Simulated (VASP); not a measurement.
# KMgF₃, relaxation of the atoms: which settings are enough?

KMgF₃, P1 (no. 1), 5 atoms in the cell. PBEsol; PAW potentials K_sv, Mg, F (PBE set). VASP 6.6.1.

Wanted: energy within 2 meV/atom; shortest distances from each atom, periodic images included within 0.005 Å.

What the run is for: geometry; Accuracy asked: standard.

POSCAR:
```
KMgF3
1.0
    3.9859000000      0.0000000000      0.0000000000
    0.0000000000      3.9859000000      0.0000000000
    0.0000000000      0.0000000000      3.9859000000
K Mg F
1 1 3
Direct
    0.5013390000      0.5114760000      0.5004430000
    0.0041750000     -0.0077150000     -0.0034260000
    0.0008520000      0.0110450000      0.5102550000
   -0.0005300000      0.5096030000     -0.0008110000
    0.4951960000     -0.0138240000      0.0060740000
```

The series start from Plane-wave cutoff (eV): 520; k-point mesh: 4 × 4 × 4; Ionic threshold (EDIFFG): -0.01; Electronic threshold (eV): 1e-6; Precision mode (PREC): Accurate; Relaxation algorithm: IBRION=2; Electronic steps between moves: NELMIN=4 ALGO=Normal. Each series keeps the choices made before it, and each single choice may use up half of a tolerance.

## Plane-wave cutoff (eV)

| Plane-wave cutoff (eV) | Energy less reference (meV/atom) | Shortest distances from each atom, periodic images included, largest deviation (Å) | SCF iterations | Time (s) |
|---|---|---|---|---|
| 360 | -18.0 | 0.0011 | 64 | 42 |
| 400 | -8.4 | 0.0009 | 67 | 45 |
| 460 | 0.0 | 0.0002 | 67 | 47 |
| 520 | 2.1 | 0.0001 | 67 | 61 |
| 640 (reference) | 0.0 | 0.0000 | 67 | 80 |

Chosen: 640; the next looser run is off by more than half of the tolerance, so convergence isn't shown beyond this value.

## k-point mesh

| k-point mesh | Energy less reference (meV/atom) | Shortest distances from each atom, periodic images included, largest deviation (Å) | SCF iterations | Time (s) |
|---|---|---|---|---|
| 2 × 2 × 2 | 3.4 | 0.0004 | 68 | 34 |
| 3 × 3 × 3 | 0.2 | 0.0000 | 67 | 54 |
| 4 × 4 × 4 | 0.0 | 0.0000 | 67 | 80 |
| 5 × 5 × 5 | 0.0 | 0.0000 | 67 | 87 |
| 6 × 6 × 6 (reference) | 0.0 | 0.0000 | 67 | 131 |

Chosen: 3 × 3 × 3, the loosest value from which every tighter one stays within half of the tolerance.

## Ionic threshold (EDIFFG)

| Ionic threshold (EDIFFG) | Energy less reference (meV/atom) | Shortest distances from each atom, periodic images included, largest deviation (Å) | SCF iterations | Time (s) |
|---|---|---|---|---|
| -0.1 | 0.3 | 0.0352 | 39 | 26 |
| -0.05 | 0.0 | 0.0068 | 52 | 35 |
| -0.02 | 0.0 | 0.0024 | 63 | 42 |
| -0.01 | 0.0 | 0.0017 | 67 | 54 |
| -0.005 | 0.0 | 0.0017 | 67 | 46 |
| -0.002 (reference) | 0.0 | 0.0000 | 91 | 66 |

Chosen: -0.02.

## Electronic threshold (eV)

| Electronic threshold (eV) | Energy less reference (meV/atom) | Shortest distances from each atom, periodic images included, largest deviation (Å) | SCF iterations | Time (s) |
|---|---|---|---|---|
| 0.0001 | 0.0 | 0.0009 | 59 | 45 |
| 1e-5 | 0.0 | 0.0013 | 58 | 41 |
| 1e-6 | 0.0 | 0.0001 | 63 | 42 |
| 1e-7 (reference) | 0.0 | 0.0000 | 73 | 49 |

Chosen: 0.0001.

## Precision mode (PREC)

| Precision mode (PREC) | Energy less reference (meV/atom) | Shortest distances from each atom, periodic images included, largest deviation (Å) | SCF iterations | Time (s) |
|---|---|---|---|---|
| Normal | 0.0 | 0.0002 | 59 | 26 |
| Accurate (reference) | 0.0 | 0.0000 | 59 | 45 |

Chosen: Normal.

## Relaxation algorithm

| Relaxation algorithm | Energy less reference (meV/atom) | Shortest distances from each atom, periodic images included, largest deviation (Å) | SCF iterations | Time (s) |
|---|---|---|---|---|
| IBRION=2 | 0.0 | 0.0000 | 59 | 26 |
| IBRION=2 POTIM=0.2 | 0.0 | 0.0012 | 58 | 26 |
| IBRION=2 POTIM=0.8 | 0.0 | 0.0016 | 47 | 22 |
| IBRION=1 | 0.0 | 0.0016 | 38 | 17 |
| IBRION=1 POTIM=0.2 | 0.0 | 0.0053 | 45 | 22 |
| IBRION=1 POTIM=0.3 NFREE=10 | 0.0 | 0.0065 | 42 | 19 |
| IBRION=3 POTIM=0.2 SMASS=0.4 | 0.0 | 0.0041 | 68 | 31 |
| IBRION=3 POTIM=0.3 | 0.0 | 0.0034 | 43 | 19 |

Chosen: IBRION=1, the fastest of those that stay within half of the tolerance.

## Electronic steps between moves

| Electronic steps between moves | Energy less reference (meV/atom) | Shortest distances from each atom, periodic images included, largest deviation (Å) | SCF iterations | Time (s) |
|---|---|---|---|---|
| NELMIN=4 ALGO=Normal | 0.0 | 0.0000 | 38 | 17 |
| ALGO=Normal | 0.0 | 0.0028 | 30 | 14 |
| NELMIN=4 MAXMIX=40 ALGO=Normal | 0.0 | 0.0015 | 32 | 14 |
| NELMIN=4 ALGO=Fast | 0.0 | 0.0021 | 39 | 17 |
| NELMIN=4 MAXMIX=40 ALGO=Fast | 0.0 | 0.0026 | 37 | 16 |

Chosen: NELMIN=4 ALGO=Normal; no other choice that stays within half of the tolerance saves 30 % of the time.

## All choices together

| Input | Energy less reference (meV/atom) | Shortest distances from each atom, periodic images included, largest deviation (Å) | Time (s) |
|---|---|---|---|
| the program's defaults (naive) | -9.8 | 0.0226 | 14 |
| chosen settings | 0.2 | 0.0039 | 17 |
| reference settings throughout | 0.0 | 0.0000 | 187 |

The chosen settings stay within the tolerance of the reference run, but the reference itself isn't shown to be converged in: Plane-wave cutoff (eV).

## The input

INCAR:
```
SYSTEM = KMgF3
ALGO = Normal
EDIFF = 1E-4
EDIFFG = -0.02
EFERMI = MIDGAP
ENCUT = 640
GGA = PS
GGA_COMPAT = .False.
IBRION = 1
ISIF = 2
ISMEAR = 0
KPAR = 8
LASPH = .True.
LCHARG = .False.
LREAL = .False.
LWAVE = .False.
NELM = 120
NELMIN = 4
NSW = 120
PREC = Normal
SIGMA = 0.03
```

KPOINTS:
```
Automatic mesh
0
Gamma
  3 3 3
  0 0 0
```

Commands:
```
cat potpaw_PBE.64/K_sv/POTCAR potpaw_PBE.64/Mg/POTCAR potpaw_PBE.64/F/POTCAR > POTCAR
mpirun -np 8 vasp_std > vasp.out
```

The chosen input took VASP 6.6.1 17 s on 8 cores (Intel Xeon Platinum 8259CL @ 2.50GHz (Skylake/Cascade Lake)), a shared host.

## An input that fails: cutoff far too low

It runs to its end, but against the unchanged starting input it is off by 72.8 meV/atom in the energy, 0.0016 Å in the shortest distances from each atom, periodic images included.

Changes against the starting input:
```
- NSW = 120
- NELM = 120
- ENCUT = 520
+ NSW = 30
+ NELM = 90
+ ENCUT = 220
```
